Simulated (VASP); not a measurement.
Wanted: the native input for a VASP 6.6.1 run.

| Item | Value |
| --- | --- |
| Task | work function |
| Functional | LDA |
| Potentials or basis | VASP PAW LDA potentials, release 64 (Au) |
| Cutoff | 520 eV |
| k mesh | 8 × 8 × 1 |
| Occupations | fermi-dirac, width 0.05 eV |
| Spin | no spin polarisation |
| Dipole correction | yes |
| Further INCAR settings | ALGO = Fast; EDIFF = 1e-06 |

The structure of Au lies in POSCAR:

```
Au
1.0
    2.8226199300      0.0000000000      0.0000000000
   -1.4113099650      2.5559330250      0.0000000000
    0.0000000000      0.0000000000     27.2329240250
Au
6
Direct
    0.3346720300      0.6693440600      0.2754019360
    0.6653279700      0.3306559400      0.3652411616
    0.3346720300      0.6693440600      0.4550803872
    0.6653279700      0.3306559400      0.5449196128
    0.3346720300      0.6693440600      0.6347588384
    0.6653279700      0.3306559400      0.7245980640
```

The slab is cut from a database's or a generator's crystal, which needn't be the stable form of the element.

These files were run (other wordings do the same):

INCAR

```
SYSTEM = Au
PREC = Accurate ; ENCUT = 520
EDIFF = 1E-6 ; ISMEAR = -1
SIGMA = 0.05 ; LREAL = .False.
LASPH = .True. ; NELM = 60
ALGO = Fast ; ISIF = 2
LWAVE = .False. ; LCHARG = .True.
LDIPOL = .True. ; IDIPOL = 3
DIPOL = 0.5 0.5 0.500 ; GGA = CA
LELF = .True. ; LVHAR = .True.
LVACPOTAV = .True.
```

KPOINTS

```
Automatic mesh
0
Gamma
  8 8 1
  0 0 0
```

Potentials or basis: VASP PAW LDA potentials, release 64 (Au).

The run is started by

```sh
$ cat potpaw_LDA.64/Au/POTCAR > POTCAR
$ mpirun -np 1 vasp_std > vasp.out
```

Results of the run:

- Largest force: 0.294 eV/Å
- Band gap on the k mesh: none (metal or under the smearing width)
- Work function of the upper face: 5.66 eV
- Work function of the lower face: 5.66 eV

Run time: 4.2 min on 1 thread of Intel(R) Xeon(R) Platinum 8488C (Sapphire Rapids), with other jobs on the host, peak memory 0.3 GiB.
